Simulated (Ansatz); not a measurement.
## What a change of settings does: K (omega type)

First run: DFT, PBE, PAW with Ansatz's default frozen-core files, scalar-relativistic (Ansatz 0.2.0).

Command: `ansatz run input.yaml --threads 1 --pin off --max-ram 3072MiB --backend cpu --events-out ev --progress --plain --runs-dir out` It took 4.1 s on 1 thread of Arm Neoverse V2, on a shared host, peak memory 0.33 GiB.

```yaml
crystal:
  lattice:
    - [6.2003871216, 0.0, 0.0]
    - [-3.1001935608, 5.3696927606, 0.0]
    - [0.0, 0.0, 3.6844764004]
  atoms:
    - { symbol: K, position: [0.0, 0.0, 0.0] }
    - { symbol: K, position: [0.3333333333, 0.6666666667, 0.5] }
    - { symbol: K, position: [0.6666666667, 0.3333333333, 0.5] }
kpoints:
  mp_grid: { grid: [5, 5, 7] }
  band_path:
    path:
      - [0.0, 0.0, 0.0]
      - [0.5, 0.0, 0.0]
      - [0.3333333333, 0.3333333333, 0.0]
      - [0.0, 0.0, 0.0]
      - [0.0, 0.0, 0.5]
      - [0.5, 0.0, 0.5]
      - [0.3333333333, 0.3333333333, 0.5]
      - [0.0, 0.0, 0.5]
      - [0.5, 0.0, 0.5]
    npoints: 8
scf:
  occupations: { method: fermi_dirac, width: 0.1 }
hamiltonian:
  xc: pbe
  pseudopotentials: { kind: paw }
output:
  forces: true
  stress: true
  eigenvalues: true
  populations: true
  dos: { projected: true, de: 0.2, e_range: [-14, 8] }
```

The cell comes from a relaxation on PAW files under the same functional, begun from a prototype that needn't be the stable phase.

This run: volume at 0.55 of the series' base cell.

It converges in 6 SCF iterations at a pressure of 6.30 GPa, cutoff 420 eV.

The input is then changed:

```diff
+  symmetry: { detect: false }
 kpoints:
   occupations: { method: fermi_dirac, width: 0.1 }
+  mixing: { preconditioner: none }
 hamiltonian:
   populations: true
-  dos: { projected: true, de: 0.2, e_range: [-14, 8] }
```

Task: Predict the outcome of the changed run.

Result: It converges in 6 SCF iterations at a pressure of 6.30 GPa, cutoff 420 eV.
